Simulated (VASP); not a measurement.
# PbS, self-consistent run: which settings are enough?

PbS, P1 (no. 1), 32 atoms in the cell. PBEsol; PAW potentials Pb_d, S (PBE set). VASP 6.6.1.

Wanted: energy within 0.5 meV/atom; forces within 0.003 eV/Å.

What the run is for: forces in a large cell; Accuracy asked: tight; Cell repeated: 2 × 2 × 2.

POSCAR:
```
PbS
1.0
    4.1599053900    -11.9825937300      0.0000000000
    4.1599053900     11.9825937300      0.0000000000
    0.0000000000      0.0000000000      8.5586418800
Pb S
16 16
Direct
    0.0655080000      0.4331870000      0.1279250000
    0.0724740000      0.4399420000      0.6307140000
    0.0655010000      0.9314270000      0.1253740000
    0.0687490000      0.9381690000      0.6212700000
    0.5666250000      0.4402890000      0.1237900000
    0.5695700000      0.4379310000      0.6241640000
    0.5644000000      0.9321950000      0.1286920000
    0.5633210000      0.9299800000      0.6259880000
    0.4360540000      0.0655210000      0.3732130000
    0.4308530000      0.0631330000      0.8744880000
    0.4333660000      0.5606900000      0.3783560000
    0.4301280000      0.5657070000      0.8748640000
    0.9378720000      0.0716810000      0.3736540000
    0.9350520000      0.0637900000      0.8773680000
    0.9332870000      0.5626310000      0.3761330000
[... 4 lines left out ...]
    0.1698460000      0.8179600000      0.6215810000
    0.6740760000      0.3163430000      0.1265530000
    0.6709240000      0.3132780000      0.6180100000
    0.6670020000      0.8146250000      0.1223370000
    0.6747660000      0.8212920000      0.6253530000
    0.3227260000      0.1779900000      0.3668910000
    0.3256280000      0.1802320000      0.8801580000
    0.3249230000      0.6810720000      0.3734160000
    0.3260820000      0.6857830000      0.8712070000
    0.8213840000      0.1774590000      0.3775160000
    0.8199050000      0.1737860000      0.8747580000
    0.8246510000      0.6804190000      0.3746950000
    0.8231630000      0.6795160000      0.8742240000
```

The series start from Plane-wave cutoff (eV): 300; Projection operators (LREAL): Auto, ROPT -0.00025; Precision mode (PREC): Normal; Electronic threshold (eV): 1e-5; Parallel layout: defaults; Program: vasp_std; Electronic algorithm: ALGO=Normal; Bands a block (NSIM): NSIM=4; Data layout and linear algebra: defaults. Each series keeps the choices made before it, and each single choice may use up half of a tolerance.

## Plane-wave cutoff (eV)

| Plane-wave cutoff (eV) | Energy less reference (meV/atom) | Forces, largest deviation (eV/Å) | SCF iterations | Time (s) |
|---|---|---|---|---|
| 230 | 9.75 | 0.0224 | 13 | 13 |
| 260 | 2.41 | 0.0123 | 14 | 14 |
| 300 | -0.15 | 0.0124 | 13 | 17 |
| 340 | 0.74 | 0.0063 | 13 | 18 |
| 420 (reference) | 0.00 | 0.0000 | 13 | 22 |

Chosen: 420; the next looser run is off by more than half of the tolerance, so convergence isn't shown beyond this value.

## Projection operators (LREAL)

| Projection operators (LREAL) | Energy less reference (meV/atom) | Forces, largest deviation (eV/Å) | SCF iterations | Time (s) |
|---|---|---|---|---|
| Auto, ROPT -0.005 | -7.08 | 0.2220 | 13 | 21 |
| Auto, ROPT -0.002 | -3.74 | 0.0644 | 13 | 23 |
| Auto, ROPT -0.001 | -0.27 | 0.0186 | 13 | 22 |
| Auto, ROPT -0.0005 | -0.27 | 0.0186 | 13 | 22 |
| Auto, ROPT -0.00025 | -0.06 | 0.0055 | 13 | 22 |
| Auto, ROPT -0.0001 | -0.64 | 0.0016 | 13 | 22 |
| False (reference) | 0.00 | 0.0000 | 13 | 27 |

Chosen: False; the one before it in the list is off by more than half of the tolerance.

## Precision mode (PREC)

| Precision mode (PREC) | Energy less reference (meV/atom) | Forces, largest deviation (eV/Å) | SCF iterations | Time (s) |
|---|---|---|---|---|
| SingleN | -0.61 | 0.0166 | 13 | 26 |
| Normal | 0.00 | 0.0015 | 13 | 27 |
| Accurate (reference) | 0.00 | 0.0000 | 13 | 39 |

Chosen: Accurate; the one before it in the list is off by more than half of the tolerance.

## Electronic threshold (eV)

| Electronic threshold (eV) | Energy less reference (meV/atom) | Forces, largest deviation (eV/Å) | SCF iterations | Time (s) |
|---|---|---|---|---|
| 0.001 | 0.00 | 0.0148 | 11 | 35 |
| 0.0001 | 0.00 | 0.0033 | 12 | 40 |
| 1e-5 | 0.00 | 0.0007 | 13 | 39 |
| 1e-6 | 0.00 | 0.0004 | 15 | 48 |
| 1e-7 (reference) | 0.00 | 0.0000 | 17 | 51 |

Chosen: 1e-5, the loosest value from which every tighter one stays within half of the tolerance.

## Parallel layout

| Parallel layout | Energy less reference (meV/atom) | Forces, largest deviation (eV/Å) | SCF iterations | Time (s) |
|---|---|---|---|---|
| defaults | 0.00 | 0.0000 | 13 | 39 |
| NCORE=2 | 0.00 | 0.0000 | 13 | 41 |
| NCORE=4 | 0.00 | 0.0000 | 13 | 40 |
| NCORE=8 | 0.00 | 0.0000 | 13 | 38 |
| NPAR=2 | 0.00 | 0.0000 | 13 | 40 |

Chosen: defaults; no other choice that stays within half of the tolerance saves 30 % of the time.

## Program

| Program | Energy less reference (meV/atom) | Forces, largest deviation (eV/Å) | SCF iterations | Time (s) |
|---|---|---|---|---|
| vasp_std | 0.00 | 0.0000 | 13 | 39 |
| vasp_gam | 0.00 | 0.0017 | 14 | 29 |

Chosen: vasp_std.

## Electronic algorithm

| Electronic algorithm | Energy less reference (meV/atom) | Forces, largest deviation (eV/Å) | SCF iterations | Time (s) |
|---|---|---|---|---|
| ALGO=Normal | 0.00 | 0.0000 | 13 | 39 |
| ALGO=Fast | 0.00 | 0.0015 | 17 | 54 |
| ALGO=VeryFast | 0.00 | 0.0022 | 22 | 58 |
| ALGO=All ISEARCH=1 | 0.00 | 0.0066 | 20 | 56 |

Chosen: ALGO=Normal.

## Bands a block (NSIM)

| Bands a block (NSIM) | Energy less reference (meV/atom) | Forces, largest deviation (eV/Å) | SCF iterations | Time (s) |
|---|---|---|---|---|
| NSIM=4 | 0.00 | 0.0000 | 13 | 39 |
| NSIM=1 | 0.00 | 0.0000 | 13 | 41 |
| NSIM=2 | 0.00 | 0.0000 | 13 | 41 |
| NSIM=8 | 0.00 | 0.0012 | 13 | 42 |
| NSIM=16 | 0.00 | 0.0016 | 13 | 46 |

Chosen: NSIM=4.

## Data layout and linear algebra

| Data layout and linear algebra | Energy less reference (meV/atom) | Forces, largest deviation (eV/Å) | SCF iterations | Time (s) |
|---|---|---|---|---|
| defaults | 0.00 | 0.0000 | 13 | 39 |
| LPLANE=False | 0.00 | 0.0000 | 13 | 40 |
| LSCALAPACK=False | 0.00 | 0.0000 | 13 | 38 |
| LSCALU=True | 0.00 | 0.0000 | 13 | 46 |

Chosen: defaults.

## All choices together

| Input | Energy less reference (meV/atom) | Forces, largest deviation (eV/Å) | Time (s) |
|---|---|---|---|
| the program's defaults (naive) | 3.65 | 0.0175 | 14 |
| chosen settings | 0.00 | 0.0007 | 39 |
| reference settings throughout | 0.00 | 0.0000 | 51 |

The chosen settings stay within the tolerance of the reference run, but the reference itself isn't shown to be converged in: Plane-wave cutoff (eV).

## The input

INCAR:
```
SYSTEM = PbS
GGA = PS ; ISMEAR = 0
SIGMA = 0.03 ; LWAVE = .False.
LCHARG = .False. ; ISIF = 2
ISYM = 0 ; PREC = Accurate
LASPH = .True. ; LREAL = .False.
ALGO = Normal ; EDIFF = 1E-5
NELM = 120 ; GGA_COMPAT = .False.
ENCUT = 420 ; EFERMI = MIDGAP
NSIM = 4
```

KPOINTS:
```
k-points
0
Gamma
  1 1 1
```

Commands:
```
cat potpaw_PBE.64/Pb_d/POTCAR potpaw_PBE.64/S/POTCAR > POTCAR
mpirun -np 8 vasp_std > vasp.out
```

Limits: Only the k mesh 1 × 1 × 1 was run, so its error is untested.

The chosen input took VASP 6.6.1 39 s on 8 cores (AMD EPYC 9R45 (Zen 5)), a shared host.

## An input that fails: Gamma-only program on a mesh of k points

VASP's message: You are using the Gamma-point-only version with more than one k-point or some other non-Gamma k-point.

k mesh: 1 × 1 × 1 becomes 2 × 2 × 2.

Changes against the starting input:
```
- NELM = 120
+ NELM = 66
- vasp_std
+ vasp_gam
(KPOINTS)
-k-points
+Automatic mesh
-  1 1 1
+  2 2 2
+  0 0 0
```
